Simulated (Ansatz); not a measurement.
**SnO₂: Quadrupolar parameters**

The cell is a computed structure from the Materials Project (it need not be an observed phase).

Space group Pbcn (No. 60); a = 4.7351, b = 5.7509, c = 5.2471 Å.

| site | Wyckoff | site symmetry | x | y | z |
| --- | --- | --- | --- | --- | --- |
| Sn | 4c | .2. | 0.5000 | 0.6654 | 0.7500 |
| O | 8d | 1 | 0.7303 | 0.6071 | 0.0786 |

One atom of each set is listed.

The numbers come from a DFT calculation in Ansatz (r2SCAN, plane waves and PAW, scalar-relativistic, 500 eV cutoff, Γ-centred 5×4×5 k-points, Fermi–Dirac smearing 0.02 eV).

C_Q = eQV_zz/h, which is 24.18 MHz for Q = 1 b and V_zz = 10²¹ V/m²; η = (V_xx − V_yy)/V_zz.

17O: I = 5/2, Q = -25.58 mb. Quadrupole moments are those of Pyykkö's year-2017 table.

**Question.** Which values are expected at the nuclei?

**Answer.** 

| site | atoms | first shell | V_zz (10²¹ V/m²) | η | C_Q (MHz) |
| --- | --- | --- | --- | --- | --- |
| Sn | 4 | 6 O at 2.04–2.11 Å | -2.76 | 0.61 | – |
| O | 8 | 3 Sn at 2.04–2.11 Å; also 1 Sn at 3.32 Å | -10.35 | 0.41 | 6.40 |

At O V_zz stands upright on the plane through its three neighbours (within 2°).

Sn has no stable isotope with a ground-state quadrupole moment in the table, so no C_Q is given.

Without spin–orbit coupling (the program notes it for Sn) the gradients are little affected as a rule: paired runs on crystals with a gap mostly move them by under 2 % at such atoms. With these PAW files V_zz is typically within 2 to 3 % of all-electron values, but misses above 10 % occur on Sn.

Hardware: 1 thread of AMD EPYC 9R14 (Zen 4) (x86_64; 16 cores open to the job, memory cap 2.5 GiB, no GPU), a shared host with a load of 0.1 a core. Wall time 20 s, CPU time 20 s, peak memory 0.82 GiB.
